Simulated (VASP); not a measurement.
# TiSi2: relaxation of cell and atoms with PBE+rVV10

Crystal: TiSi2.

```
CELL_PARAMETERS angstrom
0.00000 4.11752 4.26290
2.38951 0.00000 4.26290
2.38951 4.11752 0.00000
ATOMIC_POSITIONS crystal
Ti 0.75000 0.75000 0.75000
Ti 0.50000 0.50000 0.50000
Si 0.41257 0.08743 0.41257
Si 0.08743 0.41257 0.08743
Si 0.16257 0.83743 0.16257
Si 0.83743 0.16257 0.83743
```

The cell is a database's computed one.

* Program: VASP 6.6.1
* Task: relaxation of cell and atoms
* Functional: PBE
* Dispersion: rVV10
* Potentials or basis: VASP PAW PBE potentials, release 64 (Ti_sv, Si)
* Cutoff: 600 eV
* k mesh: 7 × 7 × 7
* Occupations: fermi-dirac, width 0.05 eV
* Spin: no spin polarisation
* Further INCAR settings: ALGO = Normal; EDIFF = 1e-06; IBRION = 2; EDIFFG = -0.01; NSW = 40; ISIF = 3

| Item | Value |
| --- | --- |
| Relaxed volume | 14.08 Å³/atom |
| Relaxed cell | a = 5.938 Å, b = 4.909 Å, c = 4.760 Å, α = 75.76°, β = 53.25°, γ = 50.99° |
| Space group after relaxing (to 0.05 Å) | Fddd (No. 70) |
| Energy gained by relaxing | 0.7 meV/atom |
| Ionic steps | 10 |
| Pressure after relaxing | 0.0 GPa |
| Largest force after relaxing | 0.008 eV/Å |
| Band gap on the k mesh | none (metal or under the smearing width) |

Forces on the atoms (eV/Å):
```
Ti   0.000  0.000  0.000
Ti   0.000  0.000  0.000
Si   0.000  0.008  0.000
Si   0.000 -0.008  0.000
Si   0.000  0.008  0.000
Si   0.000 -0.008  0.000
```

The path:
```csv
step,energy change (eV),largest force (eV/Å),pressure (GPa),volume (Å³)
1,0.0000,0.0259,1.17,83.88
2,-0.0006,0.0039,-1.23,85.13
3,-0.0040,0.0145,-0.10,84.53
4,-0.0040,0.0143,-0.13,84.54
5,-0.0041,0.0107,0.00,84.45
6,-0.0041,0.0109,0.01,84.45
7,-0.0041,0.0112,0.01,84.46
8,-0.0041,0.0114,-0.01,84.47
9,-0.0041,0.0116,0.00,84.46
10,-0.0041,0.0083,-0.02,84.46
```

Final structure:
```xyz
6
Lattice="0.0000 4.1122 4.2832 2.3976 0.0000 4.2832 2.3976 4.1122 0.0000" Properties=species:S:1:pos:R:3 pbc="T T T"
Ti    3.5964    6.1682    6.4249
Ti    2.3976    4.1122    4.2832
Si    1.1988    3.3948    2.1416
Si    1.1988    0.7174    2.1416
Si    2.3976    1.3387    4.2832
Si    2.3976    6.8856    4.2832
```

Levels at points of the mesh, in eV from the Fermi level:
```
           k point  band 17  band 18  band 19  band 20  band 21  band 22  band 23  band 24
(0.00, 0.00, 0.00)    -2.28    -2.05    -1.78    -1.34    -0.91     2.05     3.09     3.30
```

Wall time 12 min on 1 thread of Intel(R) Xeon(R) 6975P-C (Granite Rapids) (shared host), peak memory 0.63 GiB.
